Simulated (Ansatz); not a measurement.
MoS2: smallest direct gap on path and band gap against volume per atom

Periodic Kohn-Sham DFT of a crystal at fixed atoms; Kohn-Sham levels at symmetry points; band -1 is the highest filled and +1 the lowest empty one at that point, spin up along a +z start moment. The results are calculated, by Ansatz 0.2.0.

Cell of the first row (space group R3m, No. 160):
```
CELL_PARAMETERS angstrom
1.54920 0.89440 5.99830
-1.54920 0.89440 5.99830
0.00000 -1.78890 5.99830
ATOMIC_POSITIONS crystal
Mo 0.00000 0.00000 0.00000
S 0.74840 0.74840 0.74840
S 0.58490 0.58490 0.58490
```

Settings of every row: method all-electron LAPW; functional PBEsol; relativity scalar; k mesh 13x13x13; filling fermi-dirac; smearing width 0.05 eV; basis error target 0.5 meV/atom; nucleus gaussian.

Atom start moment: 0 on all atoms.

Limits: a layered crystal: even scaling strains the bonds within the layers, so this curve is stiffer than the crystal under pressure; run without spin polarisation, so a magnetic state may lie lower; semilocal functionals tend to give too small a gap.

| row | volume per atom (Å³) | smallest direct gap on path (eV) | band gap (eV) |
| --- | --- | --- | --- |
| 1 | 16.624 | 1.761 | 0.603 |
| 2 | 16.977 | ? | ? |
| 3 | 17.331 | 1.672 | 0.623 |
| 4 | 17.508 | 1.651 | 0.627 |
| 5 | 17.685 | 1.627 | 0.628 |
| 6 | 17.861 | 1.609 | 0.634 |
| 7 | 18.038 | 1.589 | 0.637 |
| 8 | 18.392 | 1.55 | 0.642 |
| 9 | 18.746 | 1.512 | 0.646 |

Question: what smallest direct gap on path and band gap should row 2 give?

Worked fit of smallest direct gap on path. Take t = volume per atom − 18, in Å³. The shown rows have t = -1.376, -0.669, -0.492, -0.315, -0.139, 0.038, 0.392, 0.746. Least squares give smallest direct gap on path = 1.5929 − 0.11307 × t + 0.00666 × t² eV; a straight line predicts inner rows, each left out in turn, worse (root mean square 0.0027 against 0.0013 eV). The rows lie off it by 0.000, 0.000, 0.001, -0.002, 0.000, 0.000, 0.000, 0.000. The withheld row has t = -1.023, so the fit gives 1.5929 − 0.11307 × (-1.023) + 0.00666 × (-1.023)² = 1.716 eV.

The calculation gave 1.716 eV. The fit meets it to the printed digit.

Worked fit of band gap. Take t = volume per atom − 18, in Å³. The shown rows have t = -1.376, -0.669, -0.492, -0.315, -0.139, 0.038, 0.392, 0.746. Least squares give band gap = 0.636 + 0.01714 × t − 0.00489 × t² eV; a straight line predicts inner rows, each left out in turn, worse (root mean square 0.002 against 0.0012 eV). The rows lie off it by 0.000, 0.001, 0.001, -0.002, 0.000, 0.000, 0.000, 0.000. The withheld row has t = -1.023, so the fit gives 0.636 + 0.01714 × (-1.023) − 0.00489 × (-1.023)² = 0.613 eV.

The calculation gave 0.614 eV. The fit lies 0.001 eV (2.3 % of the column's range) below it, one unit of the last digit.
